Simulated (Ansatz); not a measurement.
Zn: single point with PBEsol

Zn:

```
Zn
1.0
     0.00000    1.96478    1.96478
     1.96478    0.00000    1.96478
     1.96478    1.96478    0.00000
Zn
1
Direct
  0.00000 0.00000 0.00000
```

This isn't the form of Zn at room conditions, which is hcp.

* Program: Ansatz 0.2.0
* Task: single point
* Functional: PBEsol
* Potentials or basis: Ansatz PAW
* Cutoff: 420 eV (not typed: the program's choice for these potentials)
* k mesh: 12 × 12 × 12
* Occupations: fermi-dirac, width 0.05 eV
* Spin: no spin polarisation

```json
{"Pressure": "-5.2 GPa", "Band gap on the k mesh": "none (metal or under the smearing width)"}
```

Levels at points of the mesh, in eV from the Fermi level:
```tsv
k point	band 4	band 5	band 6	band 7	band 8	band 9
(0.00, 0.00, 0.00)	-7.52	-7.13	-7.13	18.22	18.22	18.22
(0.00, 0.00, -0.50)	-6.85	-6.85	-2.86	-1.32	15.21	15.21
(0.00, -0.50, -0.50)	-6.78	-6.78	-0.96	1.78	8.41	8.41
```

It took 0.52 s on 2 threads of Arm Neoverse V2, on a shared host, peak memory 0.26 GiB.

Caveat: the PAW data sets come from PBE, with cores solved anew for the run's functional, which leaves a small shift of forces and pressure.
